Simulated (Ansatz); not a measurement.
Runs of Ansatz 0.2.0 on ZnO. It takes space group Pm-3m (No. 221, cubic). Conventional cell: a = 2.688 Å, b = 2.688 Å, c = 2.688 Å, α = 90.00°, β = 90.00°, γ = 90.00°. Zn (site symmetry m-3m) has 8 O at 2.33 Å as nearest neighbours. O (site symmetry m-3m) has 8 Zn at 2.33 Å as nearest neighbours. The cell was built by a generator and needn't be a form met in nature.

```csv
task,level,cell,cutoff (eV),points for each segment of the path,gap on the mesh (eV),pressure (GPa)
band structure,HSE06,as given,420,4,0.63,-7.9
band structure,HSE03,as given,420,4,(b),-7.4
band structure,HSEsol,as given,420,4,0.56,-13.5
single point,HF,as given,420,-,(c),(a)
single point,PBEsol0,as given,420,-,1.28,-13.8
single point,r2SCAN0,as given,500,-,1.76,-12.8
relaxation of cell and atoms,HSE03,relaxed,420,-,(d),0.0
single point,r2SCANh,as given,500,-,0.56,-10.2
```

Alike in all rows: potentials or basis Ansatz PAW; no spin polarisation; k mesh 5 × 5 × 5; smearing fermi-dirac 0.05 eV; the mesh is coarse, so values aren't converged.

**Question.** Fill in the values left out.

**Answer.** (a) -6.9; (b) 0.42; (c) 9.13; (d) 0.75.

Caveats: all runs use coarse meshes; the PAW data sets come from PBE, with cores solved anew for the run's functional, which leaves a small shift of forces and pressure; the thresholds are loose for stress (some runs); odd divisions of the mesh miss points on the zone boundary, where band edges often lie, so the gap on the mesh can be too wide (some runs); the k mesh misses the band edges, so the gap on the mesh is wider than the one along the path (some runs); the plane-wave basis is chosen anew once the cell has moved, so the energies of steps on either side of that aren't comparable (some runs).
